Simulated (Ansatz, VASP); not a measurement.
BeTe in VASP and in Ansatz

Contents of INCAR:

```
SYSTEM = BeTe
ALGO     = Normal         ! electronic algorithm
EDIFF    = 1E-6           ! SCF threshold, eV
ENCUT    = 520            ! plane-wave cutoff, eV
GGA      = CA             ! functional
ISIF     = 2              ! what is computed and relaxed
ISMEAR   = 0              ! smearing method
LASPH    = .True.         ! aspherical terms in the spheres
LCHARG   = .False.        ! write CHGCAR
LREAL    = .False.        ! projectors in reciprocal space
LWAVE    = .False.        ! write WAVECAR
NBANDS   = 11             ! bands
NELM     = 100            ! most SCF steps
PREC     = Accurate       ! precision mode
SIGMA    = 0.1            ! smearing width, eV
```

KPOINTS

```
k-points
0
Gamma
  6 6 6
  0 0 0
```

Contents of POSCAR:

```
BeTe
1.0
    0.0000000000      2.8314587900      2.8314587900
    2.8314587900      0.0000000000      2.8314587900
    2.8314587900      2.8314587900      0.0000000000
Be Te
1 1
Direct
    0.0000000000      0.0000000000      0.0000000000
    0.2500000000      0.2500000000      0.2500000000
```

Input for Ansatz:

```yaml
crystal:
  lattice:
    - [0.0, 2.83145879, 2.83145879]
    - [2.83145879, 0.0, 2.83145879]
    - [2.83145879, 2.83145879, 0.0]
  atoms:
    - { symbol: Be, position: [0.0, 0.0, 0.0] }
    - { symbol: Te, position: [0.25, 0.25, 0.25] }
basis:
  ecutwfc: 420
kpoints:
  mp_grid: { grid: [6, 6, 6] }
hamiltonian:
  xc: lda
scf:
  occupations: { method: gaussian, width: 0.1 }
output:
  forces: true
  stress: true
  eigenvalues: true
```

The cell comes from a database or a generator and needn't be the stable form of this composition.

Alike in both runs: task single point; functional LDA; k mesh 6 × 6 × 6; occupations gaussian, width 0.1 eV; no spin polarisation.

```csv
,VASP,Ansatz
version,VASP 6.6.1,Ansatz 0.2.0
potentials or method,"VASP PAW LDA potentials, release 64 (Be, Te)","scalar-relativistic, plane waves, PAW"
plane-wave cutoff (eV),520,420
valence electrons in the cell,8,18
```

|  | VASP | Ansatz | Ansatz less VASP |
| --- | --- | --- | --- |
| gap on the k mesh at the Fermi level (eV) | 1.91 | 1.92 | +0.017 |
| least direct gap on the mesh (eV) | 3.60 | 3.57 | -0.025 |
| pressure (GPa) | -3.0 | -3.3 | -0.22 |

The two sets of potentials don't hold the same shells in valence.

Caveats: spin-orbit coupling is left out, which moves the levels of the heavy elements. Expect the measured gap to be larger: semilocal functionals such as LDA lack the derivative discontinuity. A k mesh can miss the band edges.
